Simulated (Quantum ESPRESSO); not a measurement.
AlN under changes of volume

One of the cells (10.417 Å³/atom); the others are scaled copies at fixed shape and fractional positions:

```
Al N
1.0
     0.00000    2.18399    2.18399
     2.18399    0.00000    2.18399
     2.18399    2.18399    0.00000
Al N
1 1
Direct
  0.00000 0.00000 0.00000
  0.25000 0.25000 0.25000
```

Measurements of this composition are mostly on another form, of space group No. 186.

| Quantity | Value |
| --- | --- |
| Program | Quantum ESPRESSO 7.5 |
| Functional | PBEsol |
| Potentials or basis | PseudoDojo 0.4.1 SR PBEsol standard |
| Cutoff | 1143 eV |
| Density cutoff | 4572 eV |
| k mesh | 10 × 10 × 10 |
| Occupations | fermi-dirac, width 0.05 eV |
| Spin | no spin polarisation |

```tsv
volume (Å³/atom)	energy over the lowest point (meV/atom)	pressure (GPa)	gap on the mesh (eV)
9.792	31.35	15.5	3.22
10.001	14.59	10.3	3.21
10.209	4.35	5.5	3.20
10.417	0.00	1.2	3.19
10.626	?	?	?
10.834	6.86	-6.3	3.17
11.042	17.12	-9.5	3.16
```

**Question.** What does the run at 10.626 Å³/atom give?

**Answer.** Energy over the lowest point 1.00 meV/atom; pressure -2.7 GPa; gap on the mesh 3.18 eV.

Worked out: A Birch-Murnaghan fit of order 3 (a polynomial in V^(-2/3)) to the other rows has its minimum at 10.48 Å³/atom with B0 = V·E''(V) = 201 GPa and B' = 3.8. It gives 1.00 meV/atom at 10.626 Å³/atom, against the run's 1.00, and -dE/dV = -2.7 GPa, against -2.7. A straight line through the other rows of the gap, of slope -0.5 eV per unit of ln V, gives 3.18 eV, against the run's 3.18.

Energies are extrapolated to zero smearing.

A mesh can miss the band edges.
